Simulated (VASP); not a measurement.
# AlN (Fm-3m) in VASP: elastic constants with LDA

Aim: the elastic constants of AlN with LDA.

Everything below comes from runs of VASP 6.6.1. Logs are shortened: lines on timing, memory, paths and dates and some standing lists are left out, and cuts for length are marked.

## (1) The crystal as given

Symmetry: Fm-3m, No. 225, cubic system. Conventional cell: a = 4.069 Å, b = 4.069 Å, c = 4.069 Å, α = 90.00°, β = 90.00°, γ = 90.00°. Al (site symmetry m-3m) has 6 N at 2.03 Å as nearest neighbours. Around N (site symmetry m-3m) lie 6 Al at 2.03 Å.

Measurements of this composition are mostly on another form, of space group No. 186.

## (2) Elastic constants, LDA

POSCAR reads:

```
AlN
1.0
    0.0000000000      2.0345180000      2.0345180000
    2.0345180000      0.0000000000      2.0345180000
    2.0345180000      2.0345180000      0.0000000000
Al N
1 1
Direct
    0.5000000000      0.5000000000      0.5000000000
    0.0000000000      0.0000000000      0.0000000000
```

INCAR.step1 reads:

```
SYSTEM = AlN
  ALGO = Normal
  EDIFF = 1E-8
  EDIFFG = -0.002
  ENCUT = 600
  IBRION = 2
  ISIF = 3
  ISMEAR = 0
  LASPH = .True.
  LCHARG = .False.
  LREAL = .False.
  LWAVE = .False.
  NELM = 60
  NSW = 40
  PREC = Accurate
  SIGMA = 0.02
```

INCAR.step2 reads:

```
SYSTEM = AlN
  ALGO = Normal
  EDIFF = 1E-8
  ENCUT = 600
  IBRION = 6
  ISIF = 3
  ISMEAR = 0
  LASPH = .True.
  LCHARG = .False.
  LREAL = .False.
  LWAVE = .False.
  NELM = 60
  NFREE = 2
  NSW = 1
  POTIM = 0.015
  PREC = Accurate
  SIGMA = 0.02
```

KPOINTS reads:

```
k-points
0
Gamma
  12 12 12
  0 0 0
```

Potentials or basis: VASP PAW LDA potentials, release 64 (Al, N).

Launch:

```bash
$ cat potpaw_LDA.64/Al/POTCAR potpaw_LDA.64/N/POTCAR > POTCAR
$ cp INCAR.step1 INCAR
$ mpirun -np 1 vasp_std > vasp.out
$ cp CONTCAR POSCAR
$ cp INCAR.step2 INCAR
$ mpirun -np 1 vasp_std > vasp.out
```

OUTCAR:

```text
SYSTEM = AlN
   EDIFF = 1E-8
   ENCUT = 600
   IBRION = 6
   ISIF = 3
   ISMEAR = 0
   LASPH = .True.
   LREAL = .False.
   NELM = 60
   NFREE = 2
   NSW = 1
   POTIM = 0.015
   PREC = Accurate

 ion  position               nearest neighbor table
   1  0.500  0.500  0.500-   2 2.01   2 2.01   2 2.01   2 2.01   2 2.01   2 2.01
   2  0.000  0.000  0.000-   1 2.01   1 2.01   1 2.01   1 2.01   1 2.01   1 2.01

  LATTYP: Found a face centered cubic cell.
 ALAT       =     4.0133239411

  Lattice vectors:

 A1 = (   0.0000000000,   2.0066619705,   2.0066619705)
 A2 = (   2.0066619705,   0.0000000000,   2.0066619705)
 A3 = (   2.0066619705,   2.0066619705,   0.0000000000)

Analysis of symmetry for initial positions (statically):
=====================================================================
 Subroutine PRICEL returns:
 Original cell was already a primitive cell.

 Routine SETGRP: Setting up the symmetry group for a
 face centered cubic supercell.

 Subroutine GETGRP returns: Found 48 space group operations
 (whereof 48 operations were pure point group operations)
 out of a pool of 48 trial point group operations.

The static configuration has the point symmetry O_h .

Analysis of symmetry for dynamics (positions and initial velocities):
=====================================================================
 Subroutine PRICEL returns:
 Original cell was already a primitive cell.

 Routine SETGRP: Setting up the symmetry group for a
 face centered cubic supercell.

 Subroutine GETGRP returns: Found 48 space group operations
 (whereof 48 operations were pure point group operations)
 out of a pool of 48 trial point group operations.

The dynamic configuration has the point symmetry O_h .

 Subroutine INISYM returns: Found 48 space group operations
 (whereof 48 operations are pure point group operations),
 and found     1 'primitive' translations

----------------------------------------------------------------------------------------

                                     Primitive cell

  volume of cell :      16.1604

  direct lattice vectors                    reciprocal lattice vectors
     0.000000000  2.006661971  2.006661971    -0.249170018  0.249170018  0.249170018
     2.006661971  0.000000000  2.006661971     0.249170018 -0.249170018  0.249170018
     2.006661971  2.006661971  0.000000000     0.249170018  0.249170018 -0.249170018

  length of vectors
     2.837848574  2.837848574  2.837848574     0.431575131  0.431575131  0.431575131

  position of ions in fractional coordinates (direct lattice)
     0.500000000  0.500000000  0.500000000
     0.000000000  0.000000000  0.000000000

  ion indices of the primitive-cell ions
   primitive index   ion index
                 1           1
                 2           2

----------------------------------------------------------------------------------------

 KPOINTS: k-points

Automatic generation of k-mesh.
 Grid dimensions read from file:
 generate k-points for:   12   12   12

 Generating k-lattice:

  Cartesian coordinates                     Fractional coordinates (reciprocal lattice)
    -0.020764168  0.020764168  0.020764168     0.083333333  0.000000000  0.000000000
     0.020764168 -0.020764168  0.020764168     0.000000000  0.083333333  0.000000000
     0.020764168  0.020764168 -0.020764168     0.000000000  0.000000000  0.083333333

  Length of vectors
     0.035964594  0.035964594  0.035964594

  Shift w.r.t. Gamma in fractional coordinates (k-lattice)
     0.000000000  0.000000000  0.000000000

 Subroutine IBZKPT returns following result:
 ===========================================

 Found     72 irreducible k-points:

 Following reciprocal coordinates:
            Coordinates               Weight
  0.000000  0.000000  0.000000      1.000000
  0.083333  0.000000  0.000000      8.000000
[... 54 lines left out ...]
   EMIN   =  10.00;   EMAX   =-10.00  energy-range for DOS
   EFERMI =   0.00;   METHOD = LEGACY
   ISMEAR =     0;   SIGMA  =   0.02  broadening in eV -4-tet -1-fermi 0-gaus
   EFERMI_NEDOS =   21; number of points for ismear=-14 and -15
   IALGO  =     38    algorithm
   IMIX   =      4    mixing-type and parameters
     AMIX     =   0.40;   BMIX     =  1.00
     AMIX_MAG =   1.60;   BMIX_MAG =  1.00
  volume/ion in A,a.u.               =       8.08        54.53
  Fermi-wavevector in a.u.,A,eV,Ry     =   1.295052  2.447294 22.819150  1.677160
  Thomas-Fermi vector in A             =   2.426596
   LORBIT       =      0    0 simple, 1 ext, 2 COOP (PROOUT), +10 PAW based schemes
   GGA     = CA    functional components
   LHFCALC =     F    Hartree Fock is set to
   AEXX    =    0.0000 exact exchange contribution
   IVDW    =     0    specifies the selected vdW correction
   LEPSILON=     F    determine dielectric tensor
   LRPA    =     F    only Hartree local field effects (RPA)
 finite differences with symmetry
 non-spin polarized calculation
 Gauss-broadening in eV      SIGMA  =   0.02
  energy-cutoff  :      600.00
  volume of cell :       16.16
 maximum number of plane-waves:       552
   NGX = 11   NGY = 11   NGZ = 11

--------------------------------------- Ionic step        1  -------------------------------------------

 number of electron       8.0000000 magnetization

 Free energy of the ion-electron system (eV)
  ---------------------------------------------------
  ext. energy  EPLUGINS =         0.00000000
  ---------------------------------------------------
  free energy    TOTEN  =       -16.23143276 eV

  energy without entropy =      -16.23143276  energy(sigma->0) =      -16.23143276

------------------------ aborting loop because EDIFF is reached ----------------------------------------

  FORCE on cell =-STRESS in cart. coord.  units (eV):
  Direction    XX          YY          ZZ          XY          YZ          ZX
  --------------------------------------------------------------------------------------
  -------------------------------------------------------------------------------------
  Total        0.0036742      0.0036742      0.0036742      0.0000000      0.0000000      0.0000000
  in kB        0.3642713      0.3642713      0.3642713      0.0000000      0.0000000      0.0000000
  external PRESSURE =       0.3642713 kB  Pullay stress =       0.0000000 kB
[... 89 lines left out ...]
  FREE ENERGIE OF THE ION-ELECTRON SYSTEM (eV)
  ---------------------------------------------------
  free  energy   TOTEN  =       -16.2255281303 eV

  energy  without entropy=      -16.2255281303  energy(sigma->0) =      -16.22552813

[... ionic steps 4 to 14 ...]

--------------------------------------- Ionic step       15  -------------------------------------------

 number of electron       8.0000000 magnetization

------------------------ aborting loop because EDIFF is reached ----------------------------------------
[... 67 lines left out ...]
--------------------------------------- Ionic step       17  -------------------------------------------

 number of electron       8.0000000 magnetization

 Free energy of the ion-electron system (eV)
  ---------------------------------------------------
  ext. energy  EPLUGINS =         0.00000000
  ---------------------------------------------------
  free energy    TOTEN  =       -16.23054447 eV

  energy without entropy =      -16.23054447  energy(sigma->0) =      -16.23054447

 E-fermi :  10.1380     XC(G=0): -12.6785

 val. band max:       10.0031559835   @ k =   0.0000   0.0000   0.0000
 cond. band min:      14.6791213859   @ k =   0.5000   0.5000   0.0000
 fundamental gap:      4.6759654023
 Fermi energy:        10.1380003492

 k-point     1 :       0.0000    0.0000    0.0000
  band No.  band energies     occupation
      1      -7.6102      2.00000
      2      10.0022      2.00000
      3      10.0032      2.00000
      4      10.0032      2.00000
      5      16.1006      0.00000
      6      22.0958      0.00000
      7      22.0960      0.00000
      8      22.0960      0.00000
[... 243 lines left out ...]
 k-point    24 :      -0.4167    0.1667    0.0000
  band No.  band energies     occupation
      1      -3.9015      2.00000
      2       2.1266      2.00000
      3       6.8888      2.00000
      4       8.5362      2.00000
      5      17.5955      0.00000
      6      19.5162      0.00000
      7      22.0755      0.00000
      8      22.8669      0.00000

 [... further k-points ...]
[... 5 lines left out ...]
  --------------------------------------------------------------------------------------
  -------------------------------------------------------------------------------------
  Total        0.0179898      0.0029929      0.0029929     -0.0000000      0.0000000     -0.0000000
  in kB        1.7835480      0.2967197      0.2967197     -0.0000000      0.0000000     -0.0000000
  external PRESSURE =       0.7923291 kB  Pullay stress =       0.0000000 kB
[... 17 lines left out ...]
  FREE ENERGIE OF THE ION-ELECTRON SYSTEM (eV)
  ---------------------------------------------------
  free  energy   TOTEN  =       -16.2305444749 eV

  energy  without entropy=      -16.2305444749  energy(sigma->0) =      -16.23054447

 INTERNAL STRAIN TENSORS FROM STRAINED CELLS
 ============================================

 INTERNAL STRAIN TENSOR FOR ION    1 for displacements in x,y,z  (eV/Angst):
          X           Y           Z          XY          YZ          ZX
  --------------------------------------------------------------------------------
  x    -0.00000    -0.00000    -0.00000     0.00000     0.00000     0.00000
  y    -0.00000    -0.00000     0.00000     0.00000    -0.00000     0.00000
  z    -0.00000     0.00000     0.00000     0.00000     0.00000     0.00000

 INTERNAL STRAIN TENSORS FROM DISPLACED ATOMS
 ============================================

 INTERNAL STRAIN TENSOR FOR ION    1 for displacements in x,y,z  (eV/Angst):
          X           Y           Z          XY          YZ          ZX
  --------------------------------------------------------------------------------
  x     0.00000     0.00000     0.00000     0.00000     0.00000     0.00000
  y     0.00000     0.00000     0.00000     0.00000     0.00000     0.00000
  z     0.00000     0.00000     0.00000     0.00000     0.00000     0.00000

 INTERNAL STRAIN TENSOR FOR ION    2 for displacements in x,y,z  (eV/Angst):
          X           Y           Z          XY          YZ          ZX
  --------------------------------------------------------------------------------
  x     0.00000     0.00000     0.00000     0.00000     0.00000     0.00000
  y     0.00000     0.00000     0.00000     0.00000     0.00000     0.00000
  z     0.00000     0.00000     0.00000     0.00000     0.00000     0.00000

 Eigenvectors and eigenvalues of the dynamical matrix
 ----------------------------------------------------

   1 f  =   14.476545 THz    90.958815 2PiTHz  482.885562 cm-1    59.870152 meV
             X         Y         Z           dx          dy          dz
      2.006662  2.006662  2.006662     0.000000    0.584522    0.000000
      0.000000  0.000000  0.000000     0.000000   -0.811378    0.000000
[... 21 lines left out ...]
   6 f/i=    0.000423 THz     0.002656 2PiTHz    0.014100 cm-1     0.001748 meV
             X         Y         Z           dx          dy          dz
      2.006662  2.006662  2.006662     0.000000    0.000000    0.811378
      0.000000  0.000000  0.000000     0.000000    0.000000    0.584522

--------------------------------------------------------------------------------------------------------

 ELASTIC MODULI CONTR FROM IONIC RELAXATION (kBar)
 Direction    XX          YY          ZZ          XY          YZ          ZX
 --------------------------------------------------------------------------------
 XX           0.0000      0.0000      0.0000      0.0000      0.0000      0.0000
 YY           0.0000      0.0000      0.0000      0.0000      0.0000      0.0000
 ZZ           0.0000      0.0000      0.0000      0.0000      0.0000      0.0000
 XY           0.0000      0.0000      0.0000      0.0000      0.0000      0.0000
 YZ           0.0000      0.0000      0.0000      0.0000      0.0000      0.0000
 ZX           0.0000      0.0000      0.0000      0.0000      0.0000      0.0000
 --------------------------------------------------------------------------------

 TOTAL ELASTIC MODULI (kBar)
 Direction    XX          YY          ZZ          XY          YZ          ZX
 --------------------------------------------------------------------------------
 XX        4863.4938   1729.2754   1729.2754     -0.0000      0.0000     -0.0000
 YY        1729.2754   4863.4938   1729.2754      0.0000      0.0000     -0.0000
 ZZ        1729.2754   1729.2754   4863.4938     -0.0000      0.0000     -0.0000
 XY          -0.0000      0.0000     -0.0000   3249.6238      0.0000      0.0000
 YZ           0.0000      0.0000      0.0000      0.0000   3249.6238      0.0000
 ZX          -0.0000     -0.0000     -0.0000      0.0000      0.0000   3249.6238
 --------------------------------------------------------------------------------
```

Run time: 3 min. Hardware: 1 thread of AMD EPYC 9R45 (Zen 5), shared host; peak memory 0.24 GiB.

Results:

```yaml
Relaxed_volume: 8.08 Å³/atom
Relaxed_cell: a = 2.838 Å, b = 2.838 Å, c = 2.838 Å, α = 60.00°, β = 60.00°, γ = 60.00°
Space_group_after_relaxing_to_0.05_Å: Fm-3m (No. 225)
Elastic_constants_C11_C12_C44: 486, 173, 325 GPa
Voigt_bulk_modulus: 277 GPa
Highest_phonon_frequency_at_Γ_LO-TO_splitting_left_out: 483 cm⁻¹
```

The path:
```csv
step,energy change (eV),largest force (eV/Å),pressure (GPa),volume (Å³)
1,0.0000,0.0000,-10.55,16.84
2,-0.0003,0.0000,11.99,15.53
3,-0.0232,0.0000,-0.08,16.16
4,-0.0232,0.0000,0.15,16.15
5,-0.0232,0.0000,-0.13,16.17
6,-0.0232,0.0000,0.00,16.16
```

Final structure:
```
Al N
1.0
     0.00000    2.00666    2.00666
     2.00666    0.00000    2.00666
     2.00666    2.00666    0.00000
Al N
1 1
Cartesian
  2.0067 2.0067 2.0067
  2.0067 2.0067 0.0000
```

Phonon frequencies in cm⁻¹ (negative: imaginary):
```tsv
q point	frequencies
(0.000, 0.000, 0.000)	0 0 0 483 483 483
```

Elastic tensor in Voigt notation (GPa, in the Cartesian axes of the cell as first typed):
```
486 173 173   0   0   0
173 486 173   0   0   0
173 173 486   0   0   0
  0   0   0 325   0   0
  0   0   0   0 325   0
  0   0   0   0   0 325
```

Clamped-ion elastic tensor (GPa):
```
486 173 173   0   0   0
173 486 173   0   0   0
173 173 486   0   0   0
  0   0   0 325   0   0
  0   0   0   0 325   0
  0   0   0   0   0 325
```
